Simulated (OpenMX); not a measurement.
Crystal: Sn.

```
Sn
1.0
     0.00000    3.23334    3.23334
     3.23334    0.00000    3.23334
     3.23334    3.23334    0.00000
Sn
2
Direct
  0.75000 0.75000 0.75000
  0.50000 0.50000 0.50000
```

This isn't the form of Sn at room conditions, which is tetragonal (white tin).

Base run:

| Quantity | Value |
| --- | --- |
| Program | OpenMX 3.8.5 |
| Functional | LDA |
| Potentials or basis | OpenMX 2013 LDA set, Sn7.0-s3p2d2, grid cutoff 500 Ry |
| k mesh | 5 × 5 × 5 |
| Occupations | fermi-dirac, width 0.05 eV |
| Spin | no spin polarisation |

Its results: pressure -0.3 GPa.

Q: The run is repeated on the same cell with these changes: functional from LDA to PBE; potentials or basis from OpenMX 2013 LDA set, Sn7.0-s3p2d2, grid cutoff 500 Ry to OpenMX 2013 PBE set, Sn7.0-s3p2d2, grid cutoff 500 Ry. What comes out?

A: Pressure 2.7 GPa.

Caveats: the basis of atomic orbitals isn't converged, which shifts pressures, moduli and gaps.
